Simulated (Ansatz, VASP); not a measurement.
**NaCl: VASP beside Ansatz**

```
Na Cl
1.0
     0.00000    2.84709    2.84709
     2.84709    0.00000    2.84709
     2.84709    2.84709    0.00000
Na Cl
1 1
Direct
  0.00000 0.00000 0.00000
  0.50000 0.50000 0.50000
```

Alike in both runs: functional PBE; k mesh 8 × 8 × 8; occupations gaussian, width 0.02 eV; no spin polarisation.

Ansatz relaxed the structure, and its values are those at the end. VASP's run is a single point on that final structure, the one shown.

|  | VASP | Ansatz |
| --- | --- | --- |
| version | VASP 6.6.1 | Ansatz 0.2.0 |
| potentials or method | VASP PAW PBE potentials, release 64 (Na_pv, Cl) | scalar-relativistic, plane waves, PAW |
| plane-wave cutoff (eV) | 520 | 420 |
| valence electrons in the cell | 14 | 16 |

|  | VASP | Ansatz | Ansatz less VASP |
| --- | --- | --- | --- |
| gap on the k mesh at the Fermi level (eV) | 5.00 | 5.00 | 0.000 |
| least direct gap on the mesh (eV) | 5.00 | 5.00 | 0.000 |
| pressure (GPa) | 0.0 | 0.0 | +0.03 |

With one functional, cell and mesh, what is left measures potentials, basis and numerics. The two sets of potentials don't hold the same shells in valence.

A k mesh can miss the band edges.
